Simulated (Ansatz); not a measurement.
# Sr: which structure wins, with spin-orbit coupling, part 2 of 2

Aim: relax Sr in several structures (fcc, bcc, hcp) and rank them by energy, with spin-orbit coupling. The runs shown use PAW and LAPW.

Ansatz 0.2.0; DFT PBE; a cell built from a prototype (fcc type), not taken from measurement. Earlier steps stand in the parts before.

## 5. Bcc relaxed, LAPW

File input.yaml:

```yaml
crystal:
  lattice:
    - [-2.3788912541, 2.3788912541, 2.3788912541]
    - [2.3788912541, -2.3788912541, 2.3788912541]
    - [2.3788912541, 2.3788912541, -2.3788912541]
  atoms:
    - { symbol: Sr, position: [0.0, 0.0, 0.0] }
kpoints:
  mp_grid: { grid: [12, 12, 12] }
scf:
  occupations: { method: fermi_dirac, width: 0.05 }
hamiltonian:
  xc: pbe
  pseudopotentials: { kind: all_electron, lapw: { basis_error: 0.0005 } }
output:
  forces: true
  stress: true
  eigenvalues: true
  populations: true
relax:
  f_tol: 0.005
  max_steps: 25
  cell: {}
magnetization:
  noncollinear: true
  spin_orbit: true
```

The run is started by

```
$ ansatz run input.yaml --threads 2 --pin off --max-ram 5120MiB --backend cpu --events-out ev --progress --plain --runs-dir out
```

What it wrote (excerpt; [...] marks lines left out):

```text
[...]
Sr: projections on atomic orbitals take those of the free atom 1s2 2s2 2p6 3s2 3p6 3d10 4s2 4p6 5s2, of charge +0.00 (hamiltonian.pseudopotentials.projection_atoms)
LAPW: plane waves up to 4.929 Å⁻¹, error target 5.0e-4 eV per atom; Dirac's equation on spinors; Sr in spheres of 1.998 Å, 20 of its electrons in bands
[...]
Pseudopotentials: kind: all_electron
Pseudopotential: Sr, LAPW, valence charge 20, Dirac's equation, gaussian nucleus
Functional definition: PBE
[...]
non-collinear run that drives no moment, with spin-orbit: no starting moment large enough to seed its density (crystal.atoms[].spin), no starting occupations that ask for one, no magnetisation constraint and no magnetic field, so the semilocal B_xc is pinned to zero
Crystal: 1 atoms, lattice volume = 53.850 Å³
Basis set: ecut = 92.56808321520248 eV, 87 PW (Γ), exchange–correlation at level 2
[...]
Entropy (-TS):   -0.010488 eV (-10.488 meV/atom)
Fermi energy:    6.140117 eV
[...]
--- Forces (eV/Å), atoms counted from 1 ---
  atom   1  Sr     0.00000000     0.00000000     0.00000000
[...]
--- Stress (GPa, compression-positive) ---
        0.004729       0.000000       0.000000
        0.000000       0.004729      -0.000000
        0.000000      -0.000000       0.004729
  P = ⅓ Tr σ = 0.0047 GPa (0.047 kbar)
--- Band table (eV; the first three rows and the last of 72) ---
[...]
--- Relaxed structure (1 steps of the walk, 1 accepted, 1 SCFs on fresh bases) ---
  F+E_penalty+E_count = -86527.42781187 eV   max|allowed force component| = 0.000e0 eV/Å   (the final SCF, on the basis selected at the relaxed cell)
  cell:  # Å, volume = 53.8498 Å³
    - [-2.3788912541, 2.3788912541, 2.3788912541]
    - [2.3788912541, -2.3788912541, 2.3788912541]
    - [2.3788912541, 2.3788912541, -2.3788912541]
  atoms:
    - { symbol: Sr, position: [0.0, 0.0, 0.0] }
--- Löwdin populations: 1 site ---
  site symbol       q [e]
     0     Sr     37.5231
  spilling = 0.012551 (of n_electrons = 38.000000)
```

It took 25 s on 2 threads of Arm Neoverse V2, shared host; peak memory 0.36 GiB.

Step by step:

```csv
step,energy from step 1 (eV/cell),largest force component (eV/Å),pressure (GPa),volume (Å³)
1,0.0000,0.0000,0.00,53.85
2,0.0000,0.0000,0.00,53.85
```

Step 1 is the start. Step 2 repeats the geometry before on a plane-wave basis chosen anew for that cell, so the energy can jump there without any move; the table keeps such jumps.

| input's cell | before | after | change |
| --- | --- | --- | --- |
| a (Å) | 4.120 | 4.120 | +0.0 % |
| b (Å) | 4.120 | 4.120 | +0.0 % |
| c (Å) | 4.120 | 4.120 | +0.0 % |
| volume (Å³/atom) | 53.85 | 53.85 | +0.0 % |

In short: pressure 0.00 GPa; no gap.

## 6. Hcp relaxed, PAW

File input.yaml:

```yaml
crystal:
  lattice:
    - [4.2810890167, 0.0, 0.0]
    - [-2.1405445084, 3.7075318444, 0.0]
    - [0.0, 0.0, 6.9353642071]
  atoms:
    - { symbol: Sr, position: [0.3333333333, 0.6666666667, 0.25] }
    - { symbol: Sr, position: [0.6666666667, 0.3333333333, 0.75] }
kpoints:
  mp_grid: { grid: [11, 11, 6] }
scf:
  occupations: { method: fermi_dirac, width: 0.05 }
hamiltonian:
  xc: pbe
  pseudopotentials: { kind: paw_fr }
output:
  forces: true
  stress: true
relax:
  f_tol: 0.005
  max_steps: 40
  cell: {}
magnetization:
  noncollinear: true
  spin_orbit: true
```

The run is started by

```
$ ansatz run input.yaml --threads 2 --pin off --max-ram 5120MiB --backend cpu --events-out ev --progress --plain --runs-dir out
```

What it wrote:

```text
[... 8 set-up lines as earlier in the session ...]
non-collinear run that drives no moment, with spin-orbit: no starting moment large enough to seed its density (crystal.atoms[].spin), no starting occupations that ask for one, no magnetisation constraint and no magnetic field, so the semilocal B_xc is pinned to zero
Crystal: 2 atoms, lattice volume = 110.080 Å³
Basis set: ecut = 420 eV, 2165 PW (Γ), exchange–correlation on 60×60×96 points (8 copies of the dense FFT grid, shifted against one another)
Bands: 28, of which v1, the nominal top of the filled ones, is band 20 counted from 1 (19 counted from 0)
Symmetry: 24 space group operations + 24 with time reversal
Magnetic group: BNS 194.264 (UNI 1494), of the structure as read, at distance tolerance 4.8e-5 Å
k-points: 64 of 726
Projection manifold: j_resolved (fully-relativistic pseudo-atomic orbitals)
[... 6 set-up lines as earlier in the session ...]
SCF iter   1: F=—  HF=-7089.654780 eV  |F-HF|=—  |Δ(HF+E_count)|=         —  Δρ=4.89e-3  dr2=3.08e-2  dr2_m=0.00e0 (ungated)  ethr=3.10e-3  |M|=0.00e0 ∫|m|=0.00e0 μB  |m|>n=0.0e0 m-floor=0.0e0 τ_xc=0.0e0  β_m=0.30  ⟨swp⟩=12.0  Hψ=6025  notcnv=0  defer=2
preconditioner: auto → Kerker (q_TF=auto, 2.053 Å⁻¹)  [metal: Δε(μ)=0.094 eV  Ē_g=2.349 eV  σ=0.050 eV  W_gap=0.38  n_scr=22 (ndim 8)  ℏωp=7.1 eV  f_vac=0.000  D(μ)=2.48/eV (n_scr^D=22)]
spin=Noncollinear: Kerker preconditioning applied to the charge; magnetization (m_x, m_y, m_z) channels mix plain (no charge-response kernel on spin).
SCF iter   2: F=—  HF=-7089.661891 eV  |F-HF|=—  |Δ(HF+E_count)|=   7.11e-3  Δρ=3.94e-3  dr2=2.13e-2  dr2_m=0.00e0 (ungated)  ethr=1.54e-4  |M|=0.00e0 ∫|m|=0.00e0 μB  |m|>n=0.0e0 m-floor=0.0e0 τ_xc=0.0e0  β_m=0.51  ⟨swp⟩=2.1  Hψ=1336  notcnv=0  defer=12
SCF iter   3: F=—  HF=-7089.669226 eV  |F-HF|=—  |Δ(HF+E_count)|=   7.33e-3  Δρ=9.60e-4  dr2=2.36e-3  dr2_m=0.00e0 (ungated)  ethr=1.06e-4  |M|=0.00e0 ∫|m|=0.00e0 μB  |m|>n=0.0e0 m-floor=0.0e0 τ_xc=0.0e0  β_m=0.82  ⟨swp⟩=2.6  Hψ=1204  notcnv=0  defer=12
SCF iter   4: F=—  HF=-7089.669188 eV  |F-HF|=—  |Δ(HF+E_count)|=   3.80e-5  Δρ=2.64e-4  dr2=9.11e-5  dr2_m=0.00e0 (ungated)  ethr=1.18e-5  |M|=0.00e0 ∫|m|=0.00e0 μB  |m|>n=0.0e0 m-floor=0.0e0 τ_xc=0.0e0  β_m=0.91  ⟨swp⟩=2.0  Hψ=1341  notcnv=0  defer=12
SCF iter   5: F=—  HF=-7089.669033 eV  |F-HF|=—  |Δ(HF+E_count)|=   1.55e-4  Δρ=3.69e-5  dr2=1.44e-6  dr2_m=0.00e0 (ungated)  ethr=4.55e-7  |M|=0.00e0 ∫|m|=0.00e0 μB  |m|>n=0.0e0 m-floor=0.0e0 τ_xc=0.0e0  β_m=0.96  ⟨swp⟩=2.1  Hψ=1048  notcnv=0  defer=12
SCF iter   6: F=—  HF=-7089.669034 eV  |F-HF|=—  |Δ(HF+E_count)|=   9.28e-7  Δρ=1.28e-5  dr2=1.10e-7  dr2_m=0.00e0 (ungated)  ethr=7.19e-9  |M|=0.00e0 ∫|m|=0.00e0 μB  |m|>n=0.0e0 m-floor=0.0e0 τ_xc=0.0e0  β_m=0.94  ⟨swp⟩=2.1  Hψ=1597  notcnv=0  defer=12
SCF iter   7: F=-7089.669034 eV  HF=-7089.669034 eV  |F-HF|=2.01e-9  |Δ(HF+E_count)|=   4.59e-8  Δρ=3.10e-6  dr2=7.52e-9  dr2_m=0.00e0 (ungated)  ethr=5.00e-10  |M|=0.00e0 ∫|m|=0.00e0 μB  |m|>n=0.0e0 m-floor=0.0e0 τ_xc=0.0e0  ⟨swp⟩=4.7  Hψ=3071  notcnv=0
SCF 1 converged in 7 iterations: F = -7089.669034 eV  dr2 = 7.52e-9
relax step   1: F+E_penalty+E_count = -7089.66903368 eV  Δ(F+E_penalty+E_count) = +0.000e0 eV  max|allowed force component| = 7.286e-17 eV/Å  Δτ_max = 0.0000 Å  P = +0.053 GPa  Ω = 110.080 Å³  (7 SCF iters, dr2 threshold 1.00e-7 eV, accepted)
Crystal: 2 atoms, lattice volume = 110.257 Å³
Basis set: ecut = 420 eV, 2177 PW (Γ), exchange–correlation on 60×60×96 points (8 copies of the dense FFT grid, shifted against one another)
Projection manifold: j_resolved (fully-relativistic pseudo-atomic orbitals)
[... 2 set-up lines as earlier in the session ...]
iter 1 solved again at ethr=7.95e-7 eV; its pass at ethr=3.10e-3 eV (dr2=1.59e-4 eV) is discarded
SCF iter   1: F=—  HF=-7089.669658 eV  |F-HF|=—  |Δ(HF+E_count)|=         —  Δρ=6.89e-5  dr2=6.39e-6  dr2_m=0.00e0 (ungated)  ethr=7.95e-7  |M|=0.00e0 ∫|m|=0.00e0 μB  |m|>n=0.0e0 m-floor=0.0e0 τ_xc=0.0e0  β_m=0.30  ⟨swp⟩=3.0  Hψ=5600  notcnv=0
preconditioner: auto → Kerker (q_TF=auto, 2.053 Å⁻¹)  [metal: Δε(μ)=0.004 eV  Ē_g=2.335 eV  σ=0.050 eV  W_gap=0.02  n_scr=22 (ndim 8)  ℏωp=7.1 eV  f_vac=0.000  D(μ)=2.51/eV (n_scr^D=22)]
spin=Noncollinear: Kerker preconditioning applied to the charge; magnetization (m_x, m_y, m_z) channels mix plain (no charge-response kernel on spin).
SCF iter   2: F=—  HF=-7089.669658 eV  |F-HF|=—  |Δ(HF+E_count)|=   5.54e-7  Δρ=5.76e-5  dr2=4.60e-6  dr2_m=0.00e0 (ungated)  ethr=3.19e-8  |M|=0.00e0 ∫|m|=0.00e0 μB  |m|>n=0.0e0 m-floor=0.0e0 τ_xc=0.0e0  β_m=0.42  ⟨swp⟩=1.3  Hψ=984  notcnv=0
SCF iter   3: F=—  HF=-7089.669660 eV  |F-HF|=—  |Δ(HF+E_count)|=   1.23e-6  Δρ=1.71e-5  dr2=7.05e-7  dr2_m=0.00e0 (ungated)  ethr=2.30e-8  |M|=0.00e0 ∫|m|=0.00e0 μB  |m|>n=0.0e0 m-floor=0.0e0 τ_xc=0.0e0  β_m=0.68  ⟨swp⟩=1.0  Hψ=896  notcnv=0
SCF iter   4: F=-7089.669660 eV  HF=-7089.669660 eV  |F-HF|=1.22e-8  |Δ(HF+E_count)|=   2.57e-8  Δρ=9.07e-6  dr2=6.40e-8  dr2_m=0.00e0 (ungated)  ethr=8.84e-10  |M|=0.00e0 ∫|m|=0.00e0 μB  |m|>n=0.0e0 m-floor=0.0e0 τ_xc=0.0e0  ⟨swp⟩=3.7  Hψ=3422  notcnv=0
SCF 2 converged in 4 iterations: F = -7089.669660 eV  dr2 = 6.40e-8
relax step   2: F+E_penalty+E_count = -7089.66965962 eV  Δ(F+E_penalty+E_count) = -6.259e-4 eV  max|allowed force component| = 7.401e-17 eV/Å  Δτ_max = 0.0000 Å  P = +0.035 GPa  Ω = 110.257 Å³  energy of the carried Pulay correction = -2.296e-6 eV  (4 SCF iters, dr2 threshold 1.77e-7 eV, accepted)
Crystal: 2 atoms, lattice volume = 110.611 Å³
Basis set: ecut = 420 eV, 2153 PW (Γ), exchange–correlation on 60×60×96 points (8 copies of the dense FFT grid, shifted against one another)
Projection manifold: j_resolved (fully-relativistic pseudo-atomic orbitals)
iter 1 solved again at ethr=1.62e-7 eV; its pass at ethr=3.10e-3 eV (dr2=3.24e-5 eV) is discarded
SCF iter   1: F=—  HF=-7089.670278 eV  |F-HF|=—  |Δ(HF+E_count)|=         —  Δρ=1.61e-4  dr2=3.36e-5  dr2_m=0.00e0 (ungated)  ethr=1.62e-7  |M|=0.00e0 ∫|m|=0.00e0 μB  |m|>n=0.0e0 m-floor=0.0e0 τ_xc=0.0e0  β_m=0.30  ⟨swp⟩=4.0  Hψ=6638  notcnv=0
preconditioner: auto → Kerker (q_TF=auto, 2.052 Å⁻¹)  [metal: Δε(μ)=0.005 eV  Ē_g=2.303 eV  σ=0.050 eV  W_gap=0.02  n_scr=22 (ndim 8)  ℏωp=7.1 eV  f_vac=0.000  D(μ)=2.38/eV (n_scr^D=22)]
spin=Noncollinear: Kerker preconditioning applied to the charge; magnetization (m_x, m_y, m_z) channels mix plain (no charge-response kernel on spin).
SCF iter   2: F=—  HF=-7089.670282 eV  |F-HF|=—  |Δ(HF+E_count)|=   4.28e-6  Δρ=1.30e-4  dr2=2.39e-5  dr2_m=0.00e0 (ungated)  ethr=1.62e-7  |M|=0.00e0 ∫|m|=0.00e0 μB  |m|>n=0.0e0 m-floor=0.0e0 τ_xc=0.0e0  β_m=0.45  ⟨swp⟩=1.0  Hψ=896  notcnv=0
SCF iter   3: F=—  HF=-7089.670289 eV  |F-HF|=—  |Δ(HF+E_count)|=   7.25e-6  Δρ=3.66e-5  dr2=3.27e-6  dr2_m=0.00e0 (ungated)  ethr=1.20e-7  |M|=0.00e0 ∫|m|=0.00e0 μB  |m|>n=0.0e0 m-floor=0.0e0 τ_xc=0.0e0  β_m=0.82  ⟨swp⟩=1.1  Hψ=917  notcnv=0
SCF iter   4: F=-7089.670289 eV  HF=-7089.670289 eV  |F-HF|=5.61e-9  |Δ(HF+E_count)|=   6.39e-8  Δρ=4.52e-6  dr2=2.15e-8  dr2_m=0.00e0 (ungated)  ethr=4.45e-10  |M|=0.00e0 ∫|m|=0.00e0 μB  |m|>n=0.0e0 m-floor=0.0e0 τ_xc=0.0e0  ⟨swp⟩=4.3  Hψ=3862  notcnv=0
SCF 3 converged in 4 iterations: F = -7089.670289 eV  dr2 = 2.15e-8
relax step   3: F+E_penalty+E_count = -7089.67028937 eV  Δ(F+E_penalty+E_count) = -6.297e-4 eV  max|allowed force component| = 2.544e-17 eV/Å  Δτ_max = 0.0000 Å  P = +0.001 GPa  Ω = 110.611 Å³  energy of the carried Pulay correction = -6.935e-6 eV  (4 SCF iters, dr2 threshold 8.91e-8 eV, accepted)
Projection manifold: j_resolved (fully-relativistic pseudo-atomic orbitals)
[... 1 set-up line as earlier in the session ...]
iter 1 solved again at ethr=2.99e-7 eV; its pass at ethr=3.10e-3 eV (dr2=5.97e-5 eV) is discarded
SCF iter   1: F=—  HF=-7089.670435 eV  |F-HF|=—  |Δ(HF+E_count)|=         —  Δρ=6.28e-6  dr2=2.24e-8  dr2_m=0.00e0 (ungated)  ethr=2.99e-7  |M|=0.00e0 ∫|m|=0.00e0 μB  |m|>n=0.0e0 m-floor=0.0e0 τ_xc=0.0e0  β_m=0.30  ⟨swp⟩=4.0  Hψ=8985  notcnv=0
eigensolver tolerance schedule: the retry pair's looser diagonalisation over-reported the residual by 2670.79 of it (diagonalisation noise at 0.35 of the residual, at the tolerance the schedule requests for it); recorded, not acted on — ethr = c·dr2/N_el stays at c = 1.0e-1
preconditioner: auto → Kerker (q_TF=auto, 2.052 Å⁻¹)  [metal: Δε(μ)=0.004 eV  Ē_g=2.303 eV  σ=0.050 eV  W_gap=0.02  n_scr=22 (ndim 8)  ℏωp=7.1 eV  f_vac=0.000  D(μ)=2.38/eV (n_scr^D=22)]
spin=Noncollinear: Kerker preconditioning applied to the charge; magnetization (m_x, m_y, m_z) channels mix plain (no charge-response kernel on spin).
SCF iter   2: F=—  HF=-7089.670298 eV  |F-HF|=—  |Δ(HF+E_count)|=   1.37e-4  Δρ=4.79e-6  dr2=1.56e-8  dr2_m=0.00e0 (ungated)  ethr=1.12e-10  |M|=0.00e0 ∫|m|=0.00e0 μB  |m|>n=0.0e0 m-floor=0.0e0 τ_xc=0.0e0  β_m=0.65  ⟨swp⟩=3.3  Hψ=2206  notcnv=0
SCF iter   3: F=—  HF=-7089.670298 eV  |F-HF|=—  |Δ(HF+E_count)|=   1.29e-8  Δρ=1.42e-6  dr2=2.24e-9  dr2_m=0.00e0 (ungated)  ethr=7.79e-11  |M|=0.00e0 ∫|m|=0.00e0 μB  |m|>n=0.0e0 m-floor=0.0e0 τ_xc=0.0e0  β_m=0.62  ⟨swp⟩=2.1  Hψ=1413  notcnv=0
SCF iter   4: F=—  HF=-7089.670298 eV  |F-HF|=—  |Δ(HF+E_count)|=  5.46e-12  Δρ=1.20e-6  dr2=8.12e-10  dr2_m=0.00e0 (ungated)  ethr=1.12e-11  |M|=0.00e0 ∫|m|=0.00e0 μB  |m|>n=0.0e0 m-floor=0.0e0 τ_xc=0.0e0  β_m=0.81  ⟨swp⟩=1.0  Hψ=899  notcnv=0
SCF iter   5: F=-7089.670298 eV  HF=-7089.670298 eV  |F-HF|=0.00e0  |Δ(HF+E_count)|=  5.28e-11  Δρ=1.01e-7  dr2=7.74e-12  dr2_m=0.00e0 (ungated)  ethr=1.00e-12  |M|=0.00e0 ∫|m|=0.00e0 μB  |m|>n=0.0e0 m-floor=0.0e0 τ_xc=0.0e0  ⟨swp⟩=5.4  Hψ=4940  notcnv=0
SCF 4 converged in 5 iterations: F = -7089.670298 eV  dr2 = 7.74e-12
relax step   4: F+E_penalty+E_count = -7089.67029781 eV  Δ(F+E_penalty+E_count) = -8.440e-6 eV  max|allowed force component| = 1.850e-17 eV/Å  Δτ_max = 0.0000 Å  P = +0.001 GPa  Ω = 110.611 Å³  stress off target by 8.79e-3 GPa  SCF on the basis re-selected at this cell (its energy is not comparable with the rows above)  (5 SCF iters)
basis re-selected at this cell: Δ(F+E_penalty+E_count) = -8.440e-6 eV, ΔP = +0.000 GPa vs the last step (what re-selecting the basis moved, of the pressure what is left beyond the Pulay correction that the steps carried, after the strain that the cell walked since its last selection, with what the two solves' SCF thresholds leave and, on support functions, any second-order correction that the steps lacked; it is no measure of the basis error at this ecutwfc). This SCF's stress stands 8.79e-3 GPa from its target on what of the cell is left free (relax.cell.stress_tol is 5.00e-2 GPa) and its largest allowed force component is 1.85e-17 eV/Å (relax.f_tol is 5.00e-3 eV/Å): within both
SCF converged after 5 iterations
Magnetization: |M| = 0.0000 μB,  M = (+0.0000, +0.0000, +0.0000) μB
Absolute magnetization: 0.0000 μB (∫|m|)
  site 0: m = (+0.0000, +0.0000, +0.0000) μB, |m| = 0.0000 μB  (R = 1.76 Å)
  site 1: m = (+0.0000, +0.0000, +0.0000) μB, |m| = 0.0000 μB  (R = 1.76 Å)
Free energy (F): -7089.670298 eV
Harris-Foulkes:  -7089.670298 eV  (|F-HF|=0.00e0)
Internal energy: -7089.650056 eV  (E = F + TS)
E sigma→0 (E₀):  -7089.660177 eV
Entropy (-TS):   -0.020242 eV (-10.121 meV/atom)
Fermi energy:    5.050262 eV
--- Per-component energies (eV) ---
  E_band       = -273.591607
  E_kinetic    = 482.771557
  E_local      = -1545.149132  (includes V_loc(G=0)·N_el)
  E_nonlocal   = 405.848550
  E_hartree    = 391.459030
  E_xc         = -342.334662
  E_vxc        = -318.396208  (∫ρ·V_xc dr)
  E_paw        = -5390.683946  (= ΣΔE_a)
  E_vpaw       = -81.584502  (= ΣTr[D̂ρ^β])
  E_aug_tail   = -0.000002  (compensation charges beyond the density's cutoff)
  E_ewald      = -1091.561450
  E_smearing   = -0.020242  (= −TS)
  E_closure    = 0.000000  (closes the sum)
  Σ components = -7089.670298   (vs F -7089.670298, Δ=0.00e0)
--- Forces (eV/Å), atoms counted from 1 ---
  atom   1  Sr     0.00000000    -0.00000000    -0.00000000
  atom   2  Sr    -0.00000000     0.00000000     0.00000000
  max |Σ_I F_I| component: 9.25e-18 eV/Å
--- Stress (GPa, compression-positive) ---
        0.005913       0.000000       0.000000
        0.000000       0.005913       0.000000
        0.000000       0.000000      -0.008786
  P = ⅓ Tr σ = 0.0010 GPa (0.010 kbar)
--- Relaxed structure (3 steps of the walk, 3 accepted, 1 SCFs on fresh bases) ---
  F+E_penalty+E_count = -7089.67029781 eV   max|allowed force component| = 1.850e-17 eV/Å   (the final SCF, on the basis selected at the relaxed cell)
  cell:  # Å, volume = 110.6114 Å³
    - [4.264613126757628, 2.8756428893976134e-11, 0.0]
    - [-2.132306563403718, 3.6932633050703148, 0.0]
    - [0.0, 0.0, 7.022796781751199]
  atoms:
    - { symbol: Sr, position: [0.3333333333333333, 0.6666666666666666, 0.25000000000000006] }
    - { symbol: Sr, position: [0.6666666666666667, 0.3333333333333333, 0.7500000000000001] }
```

Wall time 30 s (2 threads of Arm Neoverse V2, shared host); peak memory 0.61 GiB.

Step by step:

```csv
step,energy from step 1 (eV/cell),largest force component (eV/Å),pressure (GPa),volume (Å³)
1,0.0000,0.0000,0.05,110.08
2,-0.0006,0.0000,0.04,110.26
3,-0.0013,0.0000,0.00,110.61
4,-0.0013,0.0000,0.00,110.61
```

Step 1 is the start. Step 4 repeats the geometry before on a plane-wave basis chosen anew for that cell, so the energy can jump there without any move; the table keeps such jumps.

| input's cell | before | after | change |
| --- | --- | --- | --- |
| a (Å) | 4.281 | 4.265 | -0.4 % |
| b (Å) | 4.281 | 4.265 | -0.4 % |
| c (Å) | 6.935 | 7.023 | +1.3 % |
| volume (Å³/atom) | 55.04 | 55.31 | +0.5 % |

## 7. Hcp relaxed, LAPW

File input.yaml:

```yaml
crystal:
  lattice:
    - [4.2646131268, 0.0, 0.0]
    - [-2.1323065634, 3.6932633051, 0.0]
    - [0.0, 0.0, 7.0227967818]
  atoms:
    - { symbol: Sr, position: [0.3333333333, 0.6666666667, 0.25] }
    - { symbol: Sr, position: [0.6666666667, 0.3333333333, 0.75] }
kpoints:
  mp_grid: { grid: [11, 11, 6] }
scf:
  occupations: { method: fermi_dirac, width: 0.05 }
hamiltonian:
  xc: pbe
  pseudopotentials: { kind: all_electron, lapw: { basis_error: 0.0005 } }
output:
  forces: true
  stress: true
  eigenvalues: true
  populations: true
relax:
  f_tol: 0.005
  max_steps: 25
  cell: {}
magnetization:
  noncollinear: true
  spin_orbit: true
```

The run is started by

```
$ ansatz run input.yaml --threads 2 --pin off --max-ram 5120MiB --backend cpu --events-out ev --progress --plain --runs-dir out
```

What it wrote (excerpt; [...] marks lines left out):

```text
[...]
Sr: projections on atomic orbitals take those of the free atom 1s2 2s2 2p6 3s2 3p6 3d10 4s2 4p6 5s2, of charge +0.00 (hamiltonian.pseudopotentials.projection_atoms)
LAPW: plane waves up to 4.713 Å⁻¹, error target 5.0e-4 eV per atom; Dirac's equation on spinors; Sr in spheres of 2.068 Å, 20 of its electrons in bands
[...]
[... 3 set-up lines as earlier in the session ...]
[...]
non-collinear run that drives no moment, with spin-orbit: no starting moment large enough to seed its density (crystal.atoms[].spin), no starting occupations that ask for one, no magnetisation constraint and no magnetic field, so the semilocal B_xc is pinned to zero
Crystal: 2 atoms, lattice volume = 110.611 Å³
Basis set: ecut = 84.62105014219826 eV, 197 PW (Γ), exchange–correlation at level 2
[...]
--- Stress (GPa, compression-positive) ---
        0.006273      -0.000000       0.000000
       -0.000000       0.006273       0.000000
        0.000000       0.000000      -0.008509
  P = ⅓ Tr σ = 0.0013 GPa (0.013 kbar)
--- Band table (eV; the first three rows and the last of 64) ---
[...]
--- Relaxed structure (1 steps of the walk, 1 accepted, 1 SCFs on fresh bases) ---
  F+E_penalty+E_count = -173054.86439602 eV   max|allowed force component| = 2.024e-18 eV/Å   (the final SCF, on the basis selected at the relaxed cell)
  cell:  # Å, volume = 110.6114 Å³
    - [4.264613126787652, 0.0, 0.0]
    - [-2.132306563393826, 3.6932633051106936, 0.0]
    - [0.0, 0.0, 7.0227967818]
  atoms:
    - { symbol: Sr, position: [0.33333333333333326, 0.6666666666666665, 0.25000000000000006] }
    - { symbol: Sr, position: [0.6666666666666666, 0.33333333333333326, 0.7500000000000001] }
--- Löwdin populations: 2 sites ---
  site symbol       q [e]
     0     Sr     37.5484
     1     Sr     37.5484
  spilling = 0.011884 (of n_electrons = 76.000000)
```

It took 69 s on 2 threads of Arm Neoverse V2, shared host; peak memory 0.56 GiB.

The steps of the relaxation:

```csv
step,energy from step 1 (eV/cell),largest force component (eV/Å),pressure (GPa),volume (Å³)
1,0.0000,0.0000,0.00,110.61
2,0.0000,0.0000,0.00,110.61
```

Step 1 is the start. Step 2 repeats the geometry before on a plane-wave basis chosen anew for that cell, so the energy can jump there without any move; the table keeps such jumps.

| input's cell | before | after | change |
| --- | --- | --- | --- |
| a (Å) | 4.265 | 4.265 | +0.0 % |
| b (Å) | 4.265 | 4.265 | +0.0 % |
| c (Å) | 7.023 | 7.023 | +0.0 % |
| volume (Å³/atom) | 55.31 | 55.31 | +0.0 % |

Result: pressure 0.00 GPa; no gap.

## 8. Side by side

Free energy per atom, from each method's lowest phase:

| method | start | space group, start → end | volume (Å³/atom) | pressure (GPa) | free energy (meV/atom) |
| --- | --- | --- | --- | --- | --- |
| LAPW | fcc | Fm-3m → Fm-3m | 54.957 | 0.0 | 0.0 |
| LAPW | bcc | Im-3m → Im-3m | 53.850 | 0.0 | 6.6 |
| LAPW | hcp | P6_3/mmc → P6_3/mmc | 55.306 | 0.0 | 2.2 |
| PAW | fcc | Fm-3m → Fm-3m | 54.957 | 0.0 | 0.0 |
| PAW | bcc | Im-3m → Im-3m | 53.850 | 0.0 | 6.6 |
| PAW | hcp | P6_3/mmc → P6_3/mmc | 55.306 | 0.0 | 2.2 |

## 9. Summary of results

What follows sums up all 2 parts.

| quantity | value |
| --- | --- |
| lowest (LAPW) | fcc, 2.2 meV/atom under hcp |
| lowest (PAW) | fcc, 2.2 meV/atom under hcp |

**Reading.** By LAPW the order is fcc < hcp < bcc; the first two lie within 2.2 meV/atom, too close to call. By PAW the order is fcc < hcp < bcc; the first two lie within 2.2 meV/atom, too close to call. The methods agree on the lowest phase. Only these structures were tried, with electrons smeared by 0.05 eV and without vibrations, so the true ground state may be another. The k meshes differ between phases and weren't tested, which can move differences by some meV.
